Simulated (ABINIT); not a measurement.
# BN: relaxation of cell and atoms with PBEsol

The system is BN.

```
N B
1.0
     2.55394    0.00000    0.00000
    -1.27697    2.21178    0.00000
     0.00000    0.00000    4.22685
N B
2 2
Cartesian
  0.0000 1.4745 0.5295
  1.2770 0.7373 2.6430
  0.0000 1.4745 2.1123
  1.2770 0.7373 4.2257
```

Measurements of this composition are mostly on another form, of space group No. 194.

```
Program                     : ABINIT 10.8.3 (patched build)
Task                        : relaxation of cell and atoms
Functional                  : PBEsol
Potentials or basis         : PseudoDojo NC SR PBEsol v0.4.1 standard
Cutoff                      : 1143 eV
k mesh                      : 9 × 9 × 4
Occupations                 : fermi-dirac, width 0.05 eV
Spin                        : no spin polarisation
Cell freedom (optcell)      : 2
Optimiser (ionmov)          : 2
Cutoff smearing ecutsm (Ha) : 0.5
Force stop (Ha/bohr)        : 2e-05
```

```json
{"Relaxed volume": "5.89 Å³/atom", "Relaxed cell": "a = 2.543 Å, b = 2.543 Å, c = 4.205 Å, α = 90.00°, β = 90.00°, γ = 120.00°", "Space group after relaxing (to 0.05 Å)": "P6_3mc (No. 186)", "Energy gained by relaxing": "1.4 meV/atom", "Ionic steps": "5", "Pressure after relaxing": "0.0 GPa", "Band gap on the k mesh": "5.02 eV, indirect (least direct gap 8.26 eV)"}
```

The path:
```
step  energy change (eV)  largest force (eV/Å)  pressure (GPa)  volume (Å³)
   1              0.0000                0.0095           -5.32        23.88
   2             -0.0055                0.0063            0.84        23.49
   3             -0.0057                0.0021           -0.01        23.54
   4             -0.0057                0.0011            0.00        23.54
   5             -0.0057                0.0001            0.00        23.54
```

Final structure:
```
CELL_PARAMETERS angstrom
2.54251 0.00000 0.00000
-1.27126 2.20188 0.00000
0.00000 0.00000 4.20496
ATOMIC_POSITIONS crystal
N 0.33333 0.66667 0.12528
N 0.66667 0.33333 0.62528
B 0.33333 0.66667 0.49972
B 0.66667 0.33333 0.99972
```

Run time: 98 s on 1 thread of Arm Neoverse V2 (shared host), peak memory 0.09 GiB.

Caveat: an odd mesh through Γ misses points on the zone boundary, where band edges often lie.
